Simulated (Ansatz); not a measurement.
# AlP (zincblende type): how the settings move a single-point run

Question: which choices in the input matter for AlP (zincblende type)?

Computed with Ansatz 0.2.0 (reference: DFT, r2SCAN, PAW with Ansatz's default frozen-core files, scalar-relativistic, unless a step's input says otherwise).

### 1 Starting point

It takes space group F-43m (No. 216, cubic). Conventional cell: a = 5.250 Å, b = 5.250 Å, c = 5.250 Å, α = 90.00°, β = 90.00°, γ = 90.00°. Al (site symmetry -43m) has 4 P at 2.27 Å as nearest neighbours. P (site symmetry -43m) is surrounded by 4 Al at 2.27 Å.

As a file:

```
Al P
1.0
     0.00000    2.62503    2.62503
     2.62503    0.00000    2.62503
     2.62503    2.62503    0.00000
Al P
1 1
Direct
  0.00000 0.00000 0.00000
  0.25000 0.25000 0.25000
```

### 2 Reference

input.yaml

```yaml
crystal:
  lattice:
    - [0.0, 2.6250255852, 2.6250255852]
    - [2.6250255852, 0.0, 2.6250255852]
    - [2.6250255852, 2.6250255852, 0.0]
  atoms:
    - { symbol: Al, position: [0.0, 0.0, 0.0] }
    - { symbol: P, position: [0.25, 0.25, 0.25] }
kpoints:
  mp_grid: { grid: [12, 12, 12] }
scf:
  occupations: { method: fermi_dirac, width: 0.08 }
hamiltonian:
  xc: r2scan
  pseudopotentials: { kind: paw }
output:
  forces: true
  stress: true
  eigenvalues: true
  populations: true
```

Run with:

```console
$ ansatz run input.yaml --threads 1 --pin off --max-ram 2048MiB --backend cpu --events-out ev --progress --plain --runs-dir out
```

### 3 Changed: pseudopotentials.source jth

input.yaml, as its differences from that of step 2:

```diff
@@ -14,3 +14,3 @@
   xc: r2scan
-  pseudopotentials: { kind: paw }
+  pseudopotentials: { kind: paw, source: jth }
 output:
```

Q: Predict the outcome of this session. Wanted: for each run, ending; energy change; pressure; gap; force.

As calculated:

| run | ending | energy change | pressure (GPa) | gap (eV) | force (eV/Å) | cycles | time |
| --- | --- | --- | --- | --- | --- | --- | --- |
| reference | converged | - | 15.0 | 1.66 | 0.00 | 6 | 7.9 s |
| 1: pseudopotentials.source jth | converged | not comparable | 14.7 | 1.67 | 0.00 | 6 | 19 s |

Residual by cycle in the longest SCF loop of each run; runs are numbered as in the table. The quantity is the density residual dr2, in eV.

```
cycle  reference   run 1
    1    0.00244    1.12
    2    0.00129   0.124
    3     7.0e-4  0.0122
    4     4.6e-5  6.9e-5
    5     1.4e-7  4.4e-6
    6     4.9e-9  5.0e-8
```

What this shows: Total energies don't compare across a change of potentials; pressure, gap, moments and forces, where computed, barely move. The two sets of potentials agree on what can be compared. Cost: 19 s against 7.9 s. The structure is not at rest: the sound run finds 15 GPa, so these are no properties of the relaxed crystal. 
